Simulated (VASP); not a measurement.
A run of VASP 6.6.1:

run.py

```python
from ase import Atoms
from ase.calculators.vasp import Vasp
from ase.dft.dos import DOS

atoms = Atoms(
    ['Cr'],
    cell=[[-1.485382, 1.466935, 1.505855], [1.482024, -1.450141, 1.485702], [1.500974, 1.465733, -1.48906]],
    scaled_positions=[[0.0, 0.0, 0.0]],
    pbc=True,
)
calc = Vasp(
    directory='calc',
    xc='lda',
    pp='LDA',
    setups='materialsproject',
    prec='Accurate',
    encut=520,
    ediff=1e-06,
    ismear=0,
    sigma=0.1,
    lreal=False,
    lasph=True,
    nelm=120,
    algo='Normal',
    isif=2,
    lwave=False,
    lcharg=False,
    lmaxmix=4,
    ldautype=2,
    ldauprint=1,
    lorbit=10,
    ldau_luj={'Cr': {'L': 2, 'U': 5, 'J': 0}},
    kpts=[12, 12, 12],
    gamma=True,
    nbands=12,
)
atoms.calc = calc

print('energy (eV):', atoms.get_potential_energy())
print('free energy (eV):', atoms.get_potential_energy(force_consistent=True))
print('forces (eV/A):')
print(atoms.get_forces())
print('stress (eV/A^3, Voigt):', atoms.get_stress())
print('Fermi level (eV):', calc.get_fermi_level())
dos = DOS(calc, width=0.1, window=(-10, 10), npts=301)
print('E - E_F (eV), DOS (1/eV)')
for e, g in zip(dos.get_energies(), dos.get_dos()):
    print(f'{e:8.3f} {g:10.4f}')
```

Potentials or basis: VASP PAW LDA potentials, release 64 (Cr_pv).

Command:

```bash
$ python run.py
```

Hardware: 1 thread of Intel(R) Xeon(R) Platinum 8488C (Sapphire Rapids), on a shared host.

Q: Estimate the wall time of this run.

A: It took 91 s on 1 thread of Intel(R) Xeon(R) Platinum 8488C (Sapphire Rapids), on a shared host, peak memory 0.23 GiB. Counts: scf iterations 15, k points 868.
